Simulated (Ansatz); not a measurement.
A plane-wave DFT run in Ansatz 0.2.0 (scalar-relativistic PAW potentials unless the input names others): input and command.

```yaml
crystal:
  lattice:
    - [3.8417168293, 0.0, 0.0]
    - [0.0, 3.8417168293, 0.0]
    - [-1.9208584146, 1.9208584146, 1.9307652854]
  atoms:
    - { symbol: Tl, position: [0.0, 0.0, 0.0] }
basis:
  ecutwfc: "400 K"
kpoints:
  mp_grid: { grid: [9, 9, 18] }
hamiltonian:
  xc: pbesol
scf:
  occupations: { method: gaussian, width: 0.1 }
  max_iter: 60
output:
  forces: true
  eigenvalues: true
  stress: true
relax:
  adjacent_minimum: "off"
  f_tol: 0.01
  max_steps: 50
  cell: { fix: [a, b, gamma], stress_tol: 0.1 }
```

```bash
ansatz run input.yaml --threads 4 --pin off --max-ram 10240MiB --backend cpu --events-out ev --progress --plain --runs-dir out
```

**Question.** Will this input run?

**Answer.** The program refuses it, because of a cutoff in the wrong unit (basis.ecutwfc: 420 → "400 K"). With the sound run's settings it is accepted.

Abridged log:
```
Error: inconsistent input (basis.ecutwfc, kpoints): the smallest per-k basis holds n_pw = 0 plane waves (k-point 1, counted from 0 among those solved) but the deck needs at least 8 band(s) per channel, and no run solves more bands than the smallest per-k basis has plane waves; raise basis.ecutwfc until the smallest per-k basis, which caps the automatic band count, holds at least 8 plane waves
```